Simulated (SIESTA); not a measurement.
The system is Ge.

```
Ge
1.0
    -2.57449    2.57449    1.39741
     2.57449   -2.57449    1.39741
     2.57449    2.57449   -1.39741
Ge
2
Cartesian
  0.0000 0.0000 1.3974
  2.5745 0.0000 0.6987
```

This isn't the form of Ge at room conditions, which is diamond.

* Program: SIESTA 5.4.2
* Task: single point
* Functional: PBEsol
* Potentials or basis: PseudoDojo 0.4 standard (PBEsol files)
* Basis: DZP (energy shift 0.003 Ry; two zetas on semicore shells)
* Grid cutoff: 800 Ry
* Energy shift: 0.003 Ry
* k mesh: 11 × 11 × 11
* Occupations: fermi-dirac, width 0.05 eV
* Spin: no spin polarisation

On this cell: pressure 1.3 GPa; largest force under 0.003 eV/Å; band gap on the k mesh none (metal or under the smearing width).

The same run follows on a disturbed copy (atoms moved at random, drawn with an rms of 0.05 Å):

```
Ge
1.0
    -2.57449    2.57449    1.39741
     2.57449   -2.57449    1.39741
     2.57449    2.57449   -1.39741
Ge
2
Cartesian
  -0.0291 -0.0055 1.3415
  2.5858 0.0243 0.6717
```

Question: What changes?

Answer: The energy (extrapolated to zero smearing) moves by +2.8 meV/atom; pressure 1.2 GPa; largest force 0.212 eV/Å; band gap on the k mesh none (metal or under the smearing width).

Forces on the atoms (eV/Å):
```
Ge   0.177  0.117  0.019
Ge  -0.176 -0.117 -0.019
```

Stress tensor (GPa, compression positive):
```
 1.54 -0.04  0.34
-0.04  0.78 -0.27
 0.34 -0.27  1.28
```

Caveats: the basis of atomic orbitals isn't converged, which shifts pressures, moduli and gaps.
